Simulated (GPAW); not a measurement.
# NiO: single point with PBE

NiO:

```
Ni O
1.0
     0.00000    2.08590    2.08590
     2.08590    0.00000    2.08590
     2.08590    2.08590    0.00000
Ni O
1 1
Cartesian
  0.0000 0.0000 0.0000
  2.0859 2.0859 2.0859
```

```
Program             : GPAW 26.7.0
Task                : single point
Functional          : PBE
Potentials or basis : GPAW PAW data sets (gpaw-data 1.2.1)
Cutoff              : 800 eV
Basis               : pw
k mesh              : 11 × 11 × 11
Occupations         : gaussian, width 0.025 eV
Spin                : collinear spin, ferromagnetic start
Starting moments    : [1.0, 0.0] μB
Maxiter             : 150
```

```
Pressure               : 10.2 GPa
Band gap on the k mesh : none (metal or under the smearing width)
Net moment             : 1.78 μB per cell
Site moments           : Ni +1.48; O +0.21 μB
```

Levels at points of the mesh, in eV from the Fermi level:
Spin up:
| k point | band 8 | band 9 | band 10 | band 11 | band 12 | band 13 | band 14 | band 15 | band 16 | band 17 |
| --- | --- | --- | --- | --- | --- | --- | --- | --- | --- | --- |
| (0.00, 0.00, 0.00) | -3.14 | -3.14 | -2.70 | -2.70 | -2.70 | 1.36 | 17.63 | 18.74 | 18.74 | 18.74 |
Spin down:
| k point | band 8 | band 9 | band 10 | band 11 | band 12 | band 13 |
| --- | --- | --- | --- | --- | --- | --- |
| (0.00, 0.00, 0.00) | -1.87 | -1.87 | -1.87 | -0.58 | -0.58 | 1.71 |

It took 71 s on 1 thread of Arm Neoverse V1, on a shared host, peak memory 0.19 GiB.

The gap isn't set beside the measured one, since this odd mesh misses points on the zone boundary.

Caveat: the stock nickel data set gives pressures a few GPa off other programs; a cell with one magnetic atom can't hold antiferromagnetic order, which such compounds often take; semilocal functionals often make such compounds metallic where correlation or magnetic order opens a gap, which also shifts bond lengths.
